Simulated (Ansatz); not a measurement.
MgF2 (rutile), relaxed with HSE06 (Ansatz, an electronic-structure program, plane waves, PAW): a = b = 4.6403 Å, c = 3.0549 Å, α = β = γ = 90.00°.

| Item | Result |
|---|---|
| gap (eV) | 9.40 |
| B₀ by P(V) fit (GPa) | 99.6 |

Problem. The same phase is relaxed and computed with LDA in the same code. What are the cell and these values now?

Solution. a = 4.556 Å, b = 4.556 Å, c = 3.012 Å, α = 90.00°, β = 90.00°, γ = 90.00°.

- gap (eV) = 7.09
- B₀ by P(V) fit (GPa) = 112

All cells were relaxed under the symmetry of their starts (and spin orders); stability against distortions was not tested throughout.

Potentials: the later of the program's two PAW sets.

Ansatz is a plane-wave DFT program.
